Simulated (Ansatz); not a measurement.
**Lu under changes of volume**

One of the cells (29.496 Å³/atom); the others are scaled copies at fixed shape and fractional positions:

```
Lu
1.0
     3.50310    0.00000    0.00000
    -1.75155    3.03377    0.00000
     0.00000    0.00000    5.55090
Lu
2
Direct
  0.66667 0.33333 0.75000
  0.33333 0.66667 0.25000
```

| Property | Result |
| --- | --- |
| Program | Ansatz 0.2.0 |
| Functional | PBEsol |
| Potentials or basis | all-electron LAPW, scalar-relativistic |
| Cutoff | 187 eV (chosen from the basis error) |
| Basis error allowed | 0.0005 eV/atom |
| k mesh | 9 × 9 × 5 |
| Occupations | fermi-dirac, width 0.05 eV |
| Spin | no spin polarisation |

```tsv
volume (Å³/atom)	energy over the lowest point (meV/atom)	pressure (GPa)
27.727	0.00	-0.4
28.317	3.29	-1.3
28.906	10.01	-2.2
29.496	19.84	-3.0
30.086	32.51	-3.8
30.676	47.77	-4.5
31.266	?	?
```

Q: What does the run at 31.266 Å³/atom give?

A: Energy over the lowest point 65.40 meV/atom; pressure -5.1 GPa.

Worked out: A Birch-Murnaghan fit of order 3 (a polynomial in V^(-2/3)) to the other rows has its minimum at 27.50 Å³/atom, just outside them, with B0 = V·E''(V) = 49 GPa and B' = 3.4 at fixed shape and positions, which overstates the stiffness. It gives 65.37 meV/atom at 31.266 Å³/atom, against the run's 65.40, and -dE/dV = -5.1 GPa, against -5.1.

Energies are extrapolated to zero smearing.
